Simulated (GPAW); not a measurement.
BeS:

```xyz
2
Lattice="0.0000 2.4250 2.4250 2.4250 0.0000 2.4250 2.4250 2.4250 0.0000" Properties=species:S:1:pos:R:3 pbc="T T T"
S     3.6375    3.6375    3.6375
Be    0.0000    0.0000    0.0000
```

Program: GPAW 26.7.0. Alike in all runs: no spin polarisation; cell as given; cutoff (eV) 800; smearing fermi-dirac 0.05 eV.

Question: Order these runs on this cell by their band gap on the k mesh, lowest first.
A. level TB-mBJ; potentials or basis GPAW PAW data sets for LDA (gpaw-data 1.2.1), pw; k mesh 10 × 10 × 10
B. level LDA; potentials or basis the program's PAW data sets (release 1.2.1) made for this functional, pw; k mesh 9 × 9 × 9; band path GXWKGLUWLK,UX; band points 60
C. level r2SCAN; potentials or basis GPAW PAW data sets (gpaw-data 1.2.1), pw; k mesh 9 × 9 × 9; band path GXWKGLUWLK,UX; band points 60

Answer: B (2.99 eV), C (3.66 eV), A (4.15 eV).

Caveats: the mesh misses the band edges, which the band path finds closer together (some runs); a model potential gives levels but no total energy (some runs).

A k mesh can miss the band edges, odd and even meshes differently.
